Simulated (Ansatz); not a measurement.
**TiO2: response to equal strain of all cell vectors**

Aim: apply equal strain of all cell vectors to TiO2 from -4.5 to +4.5 %, where the shape is held and the atoms relax, and follow energy, stress and any gap.

Method: DFT r2SCAN+U, scalar-relativistic, plane waves, PAW, in Ansatz 0.2.0.

2 further runs of the same task are left out: 2 set aside as unsound or not needed.

**1. Starting point**

Symmetry: P4_2/mnm, No. 136, tetragonal system. Conventional cell: a = 4.597 Å, b = 4.597 Å, c = 2.993 Å, α = 90.00°, β = 90.00°, γ = 90.00°. Around Ti (site symmetry mmm) lie 6 O at 1.96 to 1.98 Å. O (site symmetry m2m) is surrounded by 3 Ti at 1.96 to 1.98 Å.

Coordinates:

```
Ti O
1.0
     4.59734    0.00000    0.00000
     0.00000    4.59734    0.00000
     0.00000    0.00000    2.99318
Ti O
2 4
Cartesian
  2.2987 2.2987 0.0000
  0.0000 0.0000 1.4966
  3.1944 3.1944 1.4966
  3.7016 0.8957 0.0000
  0.8957 3.7016 0.0000
  1.4030 1.4030 1.4966
```

It goes back to an entry of the Materials Project.

It is the result of an earlier relaxation at this level (volume 10.54 Å³/atom; gap on the mesh: 2.70 eV).

The unstrained cell comes from an earlier run at this level (6 atoms, E(σ→0) -7286.2063 eV, gap 2.70 eV over the zone).

**2. The cell strained by -1.5 %**

Input file input.yaml:

```yaml
crystal:
  lattice:
    - [4.528375236, 0.0, 0.0]
    - [0.0, 4.528375236, 0.0]
    - [0.0, 0.0, 2.948277893]
  atoms:
    - { symbol: Ti, position: [0.5, 0.5, 0.0] }
    - { symbol: Ti, position: [0.0, 0.0, 0.5] }
    - { symbol: O, position: [0.6948338994, 0.6948338994, 0.5] }
    - { symbol: O, position: [0.8051661006, 0.1948338994, 0.0] }
    - { symbol: O, position: [0.1948338994, 0.8051661006, 0.0] }
    - { symbol: O, position: [0.3051661006, 0.3051661006, 0.5] }
basis:
  ecutwfc: 500
kpoints:
  mp_grid: { grid: [6, 6, 8] }
hamiltonian:
  xc: r2scan
  hubbard: { sites: [{ species: Ti, l: d, u_eff: 4.0 }] }
scf:
  occupations: { method: gaussian, width: 0.02 }
output:
  forces: true
  stress: true
  eigenvalues: true
relax:
  adjacent_minimum: "off"
  f_tol: 0.008
  max_steps: 40
```

Command:

```
> ansatz run input.yaml --threads 1 --pin off --max-ram 2560MiB --backend cpu --events-out ev --progress --plain --runs-dir out
```

The session goes on with these runs: band edges over the zone at -1.5 %; the cell strained by +1.5 %; the gap over the whole zone at +1.5 %; At -3.0 %; seeking the band edges at -3.0 %; the cell strained by +3.0 %; the gap over the whole zone at +3.0 %; the cell strained by -4.5 %; band edges over the zone at -4.5 %; the cell strained by +4.5 %; seeking the band edges at +4.5 %.

What does the calculation give? Wanted: (1/V) d²E/dε² at zero strain, cubic fit; gap shift, negative and positive side.

**Answer**, as computed:

| quantity | value |
| --- | --- |
| largest energy cost | 165.9 meV/atom at -4.5 % |
| (1/V) d²E/dε² at zero strain, cubic fit | 2157 GPa |
| gap shift, negative and positive side | -61, -55 meV per % |

From the curvature follows nine times the bulk modulus at fixed shape: 2157 GPa. Compression by 4.5 % costs 165.9 meV/atom and stretching 121.4. The gap runs from 2.99 eV at -4.5 % through 2.70 to 2.48 eV at +4.5 %.
